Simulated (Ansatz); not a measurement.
**Cu: single point with PBE**

The system is Cu.

```
Cu
1.0
     0.00000    1.80750    1.80750
     1.80750    0.00000    1.80750
     1.80750    1.80750    0.00000
Cu
1
Direct
  0.00000 0.00000 0.00000
```

- Program: Ansatz 0.2.0
- Task: single point
- Functional: PBE
- Potentials or basis: all-electron LAPW, scalar-relativistic
- Cutoff: 272 eV (chosen from the basis error)
- Basis error allowed: 0.002 eV/atom
- k mesh: 9 × 9 × 9
- Occupations: fermi-dirac, width 0.03 eV
- Spin: no spin polarisation

The pressure is 1.8 GPa and the band gap on the k mesh is none (metal or under the smearing width).

Levels at points of the mesh, in eV from the Fermi level:
```csv
k point,band 7,band 8,band 9,band 10,band 11,band 12,band 13,band 14
"(0.00, 0.00, 0.00)",-3.11,-3.11,-2.28,-2.28,22.48,25.09,25.09,25.09
```

Wall time 1.9 s on 1 thread of Intel(R) Xeon(R) Platinum 8488C (Sapphire Rapids) (shared host), peak memory 0.27 GiB.

Caveat: the k mesh is thin for a metal, which can move the energy by tens of meV per atom.
